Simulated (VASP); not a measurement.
# Silicon: how numerical settings change the zone-centre modes

Aim: test the modes of Silicon against the numerical settings. The starting structure is a measured crystal structure from the Crystallography Open Database.

Method: Kohn-Sham DFT with plane waves and PAW; LDA, in VASP 6.6.1.

### 1. The starting structure

The structure is cubic, space group Fd-3m (No. 227). Conventional cell: a = 5.431 Å, b = 5.431 Å, c = 5.431 Å, α = 90.00°, β = 90.00°, γ = 90.00°. Nearest to Si lie 4 Si at 2.35 Å.

As a file:

```cif
data_structure
_symmetry_space_group_name_H-M 'Fd-3m:1'
_symmetry_Int_Tables_number 227
_cell_length_a 5.4310
_cell_length_b 5.4310
_cell_length_c 5.4310
_cell_angle_alpha 90.000
_cell_angle_beta 90.000
_cell_angle_gamma 90.000
_cell_volume 160.19
loop_
_atom_site_label
_atom_site_type_symbol
_atom_site_symmetry_multiplicity
_atom_site_Wyckoff_symbol
_atom_site_fract_x
_atom_site_fract_y
_atom_site_fract_z
_atom_site_occupancy
Si1 Si 8 a 0.25000 0.25000 0.25000 1
```

### 2. Reference modes

The cell comes from a relaxation at this level, not shown (39.43 Å³).

File INCAR:

```
SYSTEM = Si
PREC = Accurate
ENCUT = 450
EDIFF = 1E-08
NELM = 100
ISMEAR = 0
SIGMA = 0.03
LREAL = .FALSE.
ALGO = Normal
GGA = CA
NBANDS = 10
LORBIT = 11
LWAVE = .FALSE.
LCHARG = .FALSE.
KPAR = 8
IBRION = 8
LEPSILON = .TRUE.
LPEAD = .TRUE.
ISIF = 2
```

File POSCAR:

```
Si
1.0
    0.0000000000      2.7014214891      2.7014214891
    2.7014214891      0.0000000000      2.7014214891
    2.7014214891      2.7014214891      0.0000000000
Si
2
Direct
    0.7500000000      0.7500000000      0.7500000000
    0.5000000000      0.5000000000      0.5000000000
```

File KPOINTS:

```
Automatic mesh
0
Gamma
10 10 10
0 0 0
```

The projector-augmented-wave data sets are Si (LDA family, release 64).

Started as:

```bash
mpirun -np 8 vasp_std
```

The log of the run:

```text
[banner, memory and clock lines left out]
running    8 mpi-ranks, on    1 nodes
 distrk:  each k-point on    1 cores,    8 groups
 distr:  one band on    1 cores,    1 groups

 POSCAR found type information on POSCAR Si
 POSCAR found :  1 types and       2 ions
|                                                                             |
|           W    W    AA    RRRRR   N    N  II  N    N   GGGG   !!!           |
|           W    W   A  A   R    R  NN   N  II  NN   N  G    G  !!!           |
|           W    W  A    A  R    R  N N  N  II  N N  N  G       !!!           |
|           W WW W  AAAAAA  RRRRR   N  N N  II  N  N N  G  GGG   !            |
|           WW  WW  A    A  R   R   N   NN  II  N   NN  G    G                |
|           W    W  A    A  R    R  N    N  II  N    N   GGGG   !!!           |
|                                                                             |
|     For optimal performance we recommend to set                             |
|       NCORE = 2 up to number-of-cores-per-socket                            |
|     NCORE specifies how many cores store one orbital (NPAR=cpu/NCORE).      |
|     This setting can greatly improve the performance of VASP for DFT.       |
|     The default, NCORE=1 might be grossly inefficient on modern             |
|     multi-core architectures or massively parallel machines. Do your        |
|     Unfortunately you need to use the default for GW and RPA                |
|     calculations (for HF NCORE is supported but not extensively tested      |
|     yet).                                                                   |
|                                                                             |

 LDA part: xc-table for (Slater(with rela. corr.)+CA(PZ))
 , standard interpolation
 POSCAR, INCAR and KPOINTS ok, starting setup
 FFT: planning ... GRIDC
 FFT: planning ... GRID_SOFT
 FFT: planning ... GRID
 WAVECAR not read
 entering main loop
       N       E                     dE             d eps       ncg     rms          rms(c)
DAV:   1     0.591214871663E+01    0.59121E+01   -0.30900E+03   940   0.577E+02
DAV:   2    -0.116990888386E+02   -0.17611E+02   -0.17082E+02  1328   0.850E+01
DAV:   3    -0.121860433905E+02   -0.48695E+00   -0.47011E+00  1198   0.130E+01
DAV:   4    -0.121903619506E+02   -0.43186E-02   -0.43177E-02  1238   0.142E+00
DAV:   5    -0.121903933963E+02   -0.31446E-04   -0.31443E-04  1122   0.989E-02    0.510E+00
DAV:   6    -0.120033310015E+02    0.18706E+00   -0.11601E-01  1058   0.144E+00    0.306E+00
DAV:   7    -0.119189227935E+02    0.84408E-01   -0.20297E-01  1054   0.196E+00    0.246E-01
DAV:   8    -0.119190343904E+02   -0.11160E-03   -0.74654E-03  1056   0.516E-01    0.792E-02
DAV:   9    -0.119190083904E+02    0.26000E-04   -0.21573E-04  1182   0.845E-02    0.617E-02
DAV:  10    -0.119190135400E+02   -0.51496E-05   -0.14093E-05  1080   0.239E-02    0.306E-02
DAV:  11    -0.119190134788E+02    0.61171E-07   -0.73101E-07  1176   0.507E-03    0.237E-03
DAV:  12    -0.119190134806E+02   -0.18164E-08   -0.11823E-08   954   0.730E-04
   1 F= -.11919013E+02 E0= -.11919013E+02  d E =-.141092E-21
 Linear response reoptimize wavefunctions to high precision
DAV:   1    -0.119190134900E+02   -0.93485E-08   -0.40878E-09  1120   0.467E-04
DAV:   2    -0.119190134900E+02   -0.14097E-10   -0.37543E-11   582   0.441E-05
 Linear response to external field (no local field effect), progress :
  Direction:   1
       N       E                     dE             d eps       ncg     rms          rms(c)
RMM:   1    -0.177080148284E+01   -0.17708E+01   -0.89540E+00   580   0.401E+00
RMM:   2    -0.178875233516E+01   -0.17951E-01   -0.16743E-02   564   0.736E-01
RMM:   3    -0.178899477928E+01   -0.24244E-03   -0.22445E-04   564   0.752E-02
RMM:   4    -0.178899661377E+01   -0.18345E-05   -0.28240E-06   564   0.103E-02
RMM:   5    -0.178899664011E+01   -0.26341E-07   -0.54791E-08   562   0.127E-03
RMM:   6    -0.178899664064E+01   -0.52703E-09   -0.11614E-08   445   0.217E-04
 change of polarisation eV/A/(eV/A) component  1 :     3.578     2.108     0.374
 dielectric tensor                  component  1 :    17.421     9.673     1.718
 Linear response to external field (no local field effect), progress :
  Direction:   2
       N       E                     dE             d eps       ncg     rms          rms(c)
RMM:   1    -0.178195447031E+01   -0.17820E+01   -0.88719E+00   587   0.403E+00
RMM:   2    -0.180856029565E+01   -0.26606E-01   -0.16730E-02   564   0.728E-01
RMM:   3    -0.180879790250E+01   -0.23761E-03   -0.21907E-04   564   0.737E-02
RMM:   4    -0.180879966685E+01   -0.17644E-05   -0.27177E-06   564   0.993E-03
RMM:   5    -0.180879969284E+01   -0.25986E-07   -0.53283E-08   562   0.122E-03
RMM:   6    -0.180879969331E+01   -0.47185E-09   -0.11515E-08   431   0.209E-04
 change of polarisation eV/A/(eV/A) component  2 :     2.108     3.618    -0.445
 dielectric tensor                  component  2 :     9.673    17.603    -2.042
 Linear response to external field (no local field effect), progress :
  Direction:   3
       N       E                     dE             d eps       ncg     rms          rms(c)
RMM:   1    -0.604771773014E+00   -0.60477E+00   -0.27769E+00   534   0.277E+00
RMM:   2    -0.625806906729E+00   -0.21035E-01   -0.75355E-03   564   0.560E-01
RMM:   3    -0.625916362377E+00   -0.10946E-03   -0.10604E-04   564   0.606E-02
RMM:   4    -0.625917291980E+00   -0.92960E-06   -0.15393E-06   564   0.840E-03
RMM:   5    -0.625917307386E+00   -0.15406E-07   -0.30168E-08   563   0.108E-03
RMM:   6    -0.625917307665E+00   -0.27926E-09   -0.16947E-09   441   0.173E-04
 change of polarisation eV/A/(eV/A) component  3 :     0.374    -0.445     1.252
 dielectric tensor                  component  3 :     1.718    -2.042     6.745
 Linear response to external field, progress :
  Direction:   1
       N       E                     dE             d eps       ncg     rms          rms(c)
RMM:   1    -0.138493918198E+01   -0.13849E+01   -0.68607E+00  1203   0.360E+00
RMM:   2    -0.140713835384E+01   -0.22199E-01   -0.13775E-02  1224   0.674E-01    0.157E+00
RMM:   3    -0.135726290932E+01    0.49875E-01   -0.22958E-02  3072   0.729E-01    0.856E-01
RMM:   4    -0.138894846841E+01   -0.31686E-01   -0.22826E-02  3782   0.746E-01    0.154E-01
RMM:   5    -0.140105091882E+01   -0.12102E-01   -0.70685E-04  3241   0.171E-01    0.285E-02
RMM:   6    -0.140152836264E+01   -0.47744E-03   -0.14814E-05  3783   0.253E-02    0.158E-02
RMM:   7    -0.140175481100E+01   -0.22645E-03   -0.89517E-07  3656   0.633E-03    0.861E-04
RMM:   8    -0.140177573499E+01   -0.20924E-04   -0.32489E-08  4091   0.893E-04    0.240E-04
RMM:   9    -0.140177504898E+01    0.68601E-06   -0.11085E-08  3837   0.329E-04    0.700E-05
RMM:  10    -0.140177607207E+01   -0.10231E-05   -0.99910E-09  3050   0.629E-05    0.634E-06
 change of polarisation eV/A/(eV/A) component  1 :     2.642     1.322     0.322
 dielectric tensor                  component  1 :    13.127     6.066     1.478
 Linear response to external field, progress :
  Direction:   2
       N       E                     dE             d eps       ncg     rms          rms(c)
RMM:   1    -0.138640210050E+01   -0.13864E+01   -0.68711E+00  1207   0.361E+00
RMM:   2    -0.140813108486E+01   -0.21729E-01   -0.13592E-02  1224   0.674E-01    0.157E+00
RMM:   3    -0.135812815972E+01    0.50003E-01   -0.23012E-02  3072   0.730E-01    0.857E-01
RMM:   4    -0.138981930995E+01   -0.31691E-01   -0.22869E-02  3790   0.747E-01    0.154E-01
RMM:   5    -0.140193329504E+01   -0.12114E-01   -0.70805E-04  3246   0.171E-01    0.285E-02
RMM:   6    -0.140241188771E+01   -0.47859E-03   -0.14851E-05  3791   0.254E-02    0.158E-02
RMM:   7    -0.140263788590E+01   -0.22600E-03   -0.89731E-07  3668   0.634E-03    0.864E-04
RMM:   8    -0.140265904744E+01   -0.21162E-04   -0.32290E-08  4104   0.896E-04    0.241E-04
RMM:   9    -0.140265835776E+01    0.68968E-06   -0.10801E-08  3865   0.329E-04    0.701E-05
RMM:  10    -0.140265938060E+01   -0.10228E-05   -0.84075E-10  3060   0.624E-05    0.640E-06
 change of polarisation eV/A/(eV/A) component  2 :     1.218     2.644    -0.102
 dielectric tensor                  component  2 :     5.589    13.135    -0.469
 Linear response to external field, progress :
  Direction:   3
       N       E                     dE             d eps       ncg     rms          rms(c)
RMM:   1    -0.138641051966E+01   -0.13864E+01   -0.68714E+00  1207   0.361E+00
RMM:   2    -0.140814020906E+01   -0.21730E-01   -0.13591E-02  1224   0.674E-01    0.157E+00
RMM:   3    -0.135814281071E+01    0.49997E-01   -0.23009E-02  3072   0.730E-01    0.857E-01
RMM:   4    -0.138983842071E+01   -0.31696E-01   -0.22866E-02  3791   0.747E-01    0.154E-01
RMM:   5    -0.140195226051E+01   -0.12114E-01   -0.70800E-04  3242   0.171E-01    0.285E-02
RMM:   6    -0.140243105362E+01   -0.47879E-03   -0.14849E-05  3791   0.254E-02    0.158E-02
RMM:   7    -0.140265696709E+01   -0.22591E-03   -0.89697E-07  3665   0.634E-03    0.864E-04
RMM:   8    -0.140267813076E+01   -0.21164E-04   -0.31653E-08  4106   0.895E-04    0.241E-04
RMM:   9    -0.140267743904E+01    0.69172E-06   -0.69288E-09  3864   0.329E-04    0.701E-05
RMM:  10    -0.140267846451E+01   -0.10255E-05   -0.27914E-09  3066   0.625E-05    0.639E-06
 change of polarisation eV/A/(eV/A) component  3 :     0.198     0.884     2.644
 dielectric tensor                  component  3 :     0.909     4.058    13.135
 Linear response DOF=           1
 Linear response progress:
  Degree of freedom:   1/  1
       N       E                     dE             d eps       ncg     rms          rms(c)
RMM:   1    -0.198501145829E-01   -0.19850E-01    0.89666E-03  7680   0.873E-01
RMM:   2    -0.175508131745E-01    0.22993E-02   -0.29060E-04  5287   0.174E-01    0.974E-02
RMM:   3    -0.175809127905E-01   -0.30100E-04    0.65234E-05  5548   0.349E-02    0.561E-02
RMM:   4    -0.177345801148E-01   -0.15367E-03    0.14727E-05  5526   0.318E-02    0.627E-03
RMM:   5    -0.177158261045E-01    0.18754E-04   -0.12443E-06  5718   0.730E-03    0.194E-03
RMM:   6    -0.177155392165E-01    0.28689E-06   -0.44655E-07  5799   0.103E-03    0.127E-03
RMM:   7    -0.177149233760E-01    0.61584E-06    0.35186E-08  5797   0.344E-04    0.521E-05
RMM:   8    -0.177151257394E-01   -0.20236E-06    0.35509E-08  5919   0.661E-05    0.246E-05
RMM:   9    -0.177151064196E-01    0.19320E-07   -0.76367E-08  6031   0.291E-05    0.486E-06
RMM:  10    -0.177151093305E-01   -0.29109E-08   -0.29331E-08  6089   0.169E-05    0.370E-06
 first order change of Fermi-energy   0.12059E-03
 force on displaced ion       1 direction 1 : -13.587  -0.000  -0.000
 Born effective charge ion    1 direction 1 :  -0.001   0.000   0.000
 Born effective charges drift removed
 Linear response finished
```

It took 33 s on 8 MPI ranks of Intel Xeon 6975P-C (Granite Rapids), shared host; peak memory 2.4 GiB; 3.5 min of CPU time.

The logs omit lines about the potential files and the build; timing stands in the text.

OUTCAR, selected parts (step 2):

```text
ion  position               nearest neighbor table
   1  0.750  0.750  0.750-   2 2.34   2 2.34   2 2.34   2 2.34
   2  0.500  0.500  0.500-   1 2.34   1 2.34   1 2.34   1 2.34

  LATTYP: Found a face centered cubic cell.
 ALAT       =     5.4028429782

 Subroutine GETGRP returns: Found 48 space group operations
 (whereof 24 operations were pure point group operations)

The static configuration has the point symmetry T_d .
 The point group associated with its full space group is O_h .

 Found     47 irreducible k-points:

   k-points           NKPTS =     47   k-points in BZ     NKDIM =     47   number of bands    NBANDS=     10

   dimension x,y,z NGX =    28 NGY =   28 NGZ =   28
   dimension x,y,z NGXF=    56 NGYF=   56 NGZF=   56

   ENCUT  =  450.0 eV  33.07 Ry    5.75 a.u.   6.61  6.61  6.61*2*pi/ulx,y,z

   NELECT =       8.0000    total number of electrons

 k-points in reciprocal lattice and weights: Automatic mesh
   0.00000000  0.00000000  0.00000000       0.001
   0.10000000  0.00000000  0.00000000       0.008
   0.20000000  0.00000000  0.00000000       0.008
   0.30000000  0.00000000  0.00000000       0.008
   0.40000000  0.00000000  0.00000000       0.008
   0.50000000  0.00000000  0.00000000       0.004
   0.10000000  0.10000000  0.00000000       0.006
   0.20000000  0.10000000  0.00000000       0.024
   0.30000000  0.10000000  0.00000000       0.024
[...]
-0.30000000  0.40000000  0.20000000       0.024
  -0.30000000  0.50000000  0.20000000       0.012

 average (electrostatic) potential at core
       1 -84.7174       2 -84.7174

  Total        0.0000114      0.0000114      0.0000114     -0.0000000      0.0000000     -0.0000000
  in kB        0.0004632      0.0004632      0.0004632     -0.0000000      0.0000000     -0.0000000
  external PRESSURE =       0.0004632 kB  Pullay stress =       0.0000000 kB

  energy-cutoff  :      450.00
  volume of cell :       39.43
      direct lattice vectors                 reciprocal lattice vectors
     0.000000000  2.701421489  2.701421489    -0.185087741  0.185087741  0.185087741
     2.701421489  0.000000000  2.701421489     0.185087741 -0.185087741  0.185087741
     2.701421489  2.701421489  0.000000000     0.185087741  0.185087741 -0.185087741

 POSITION                                       TOTAL-FORCE (eV/Angst)
 -----------------------------------------------------------------------------------
      4.05213      4.05213      4.05213         0.000000      0.000000      0.000000
      2.70142      2.70142      2.70142        -0.000000     -0.000000     -0.000000
 -----------------------------------------------------------------------------------
    total drift:                                0.000000      0.000000     -0.000000

 MACROSCOPIC STATIC DIELECTRIC TENSOR (including local field effects in DFT)
 ------------------------------------------------------
          13.132161     0.000000    -0.000000
           0.000000    13.132161     0.000000
          -0.000000     0.000000    13.132161
 ------------------------------------------------------

 PIEZOELECTRIC TENSOR (including local field effects)  for field in x, y, z        (C/m^2)
          XX          YY          ZZ          XY          YZ          ZX
  --------------------------------------------------------------------------------
  x     0.00000    -0.00000    -0.00000     0.00000     0.00000     0.00000
  y     0.00000     0.00000    -0.00000     0.00000    -0.00000     0.00000
  z     0.00000     0.00000     0.00000     0.00000     0.00000     0.00000

 BORN EFFECTIVE CHARGES (including local field effects) (in |e|, cummulative output)
 ---------------------------------------------------------------------------------
 ion    1
    1     0.00000     0.00000    -0.00000
    2     0.00000     0.00000     0.00000
    3     0.00000    -0.00000     0.00000
 ion    2
    1    -0.00000    -0.00000     0.00000
    2     0.00000    -0.00000    -0.00000
    3    -0.00000     0.00000    -0.00000

 Eigenvectors and eigenvalues of the dynamical matrix
 ----------------------------------------------------

   1 f  =   15.377853 THz    96.621897 2PiTHz  512.949948 cm-1    63.597659 meV
             X         Y         Z           dx          dy          dz
      4.052132  4.052132  4.052132     0.000000   -0.707107    0.000000
      2.701421  2.701421  2.701421     0.000000    0.707107    0.000000

   2 f  =   15.377853 THz    96.621897 2PiTHz  512.949948 cm-1    63.597659 meV
             X         Y         Z           dx          dy          dz
      4.052132  4.052132  4.052132    -0.707107    0.000000    0.000000
      2.701421  2.701421  2.701421     0.707107    0.000000    0.000000

   3 f  =   15.377853 THz    96.621897 2PiTHz  512.949948 cm-1    63.597659 meV
             X         Y         Z           dx          dy          dz
      4.052132  4.052132  4.052132     0.000000    0.000000   -0.707107
      2.701421  2.701421  2.701421     0.000000    0.000000    0.707107

   4 f  =    0.000000 THz     0.000000 2PiTHz    0.000000 cm-1     0.000000 meV
             X         Y         Z           dx          dy          dz
      4.052132  4.052132  4.052132     0.707107    0.000000    0.000000
      2.701421  2.701421  2.701421     0.707107    0.000000    0.000000

   5 f  =    0.000000 THz     0.000000 2PiTHz    0.000000 cm-1     0.000000 meV
             X         Y         Z           dx          dy          dz
      4.052132  4.052132  4.052132     0.000000    0.707107    0.000000
      2.701421  2.701421  2.701421     0.000000    0.707107    0.000000

   6 f  =    0.000000 THz     0.000000 2PiTHz    0.000000 cm-1     0.000000 meV
             X         Y         Z           dx          dy          dz
      4.052132  4.052132  4.052132     0.000000    0.000000    0.707107
      2.701421  2.701421  2.701421     0.000000    0.000000    0.707107

 MACROSCOPIC STATIC DIELECTRIC TENSOR IONIC CONTRIBUTION
 ------------------------------------------------------
           0.000000     0.000000     0.000000
           0.000000     0.000000     0.000000
           0.000000     0.000000     0.000000
 ------------------------------------------------------

 ELASTIC MODULI CONTR FROM IONIC RELAXATION (kBar)
 Direction    XX          YY          ZZ          XY          YZ          ZX
 --------------------------------------------------------------------------------
 XX          -0.0000      0.0000      0.0000     -0.0000      0.0000      0.0000
 YY           0.0000     -0.0000     -0.0000     -0.0000     -0.0000      0.0000
 ZZ           0.0000     -0.0000     -0.0000      0.0000     -0.0000      0.0000
 XY          -0.0000     -0.0000      0.0000   -277.7749      0.0000      0.0000
 YZ           0.0000     -0.0000     -0.0000      0.0000   -277.7749      0.0000
 ZX           0.0000      0.0000      0.0000      0.0000      0.0000   -277.7749
 --------------------------------------------------------------------------------

 PIEZOELECTRIC TENSOR IONIC CONTR  for field in x, y, z        (C/m^2)
          XX          YY          ZZ          XY          YZ          ZX
  --------------------------------------------------------------------------------
  x     0.00000     0.00000    -0.00000     0.00000    -0.00000    -0.00000
  y     0.00000     0.00000     0.00000    -0.00000     0.00000    -0.00000
  z     0.00000    -0.00000     0.00000    -0.00000    -0.00000     0.00000
```

Energies printed during the response cycles are not total energies of the cell.

Reference: the zone-centre mode is T2g 512.9 cm⁻¹.

(Continued in part 2 of 2.)

[Lines on the potential files, build, host, timing and source positions are cut from VASP's logs without a mark.]

[Logs are printed without paths, hosts, clocks, repeated set-up lines and the standing remarks that a program may print on its own settings, such as how far it seeks lower states.]

[Hosts, paths, dates, database ids (printed as entryN), source tags and the programs' standing remarks are cut or masked in the printed files.]
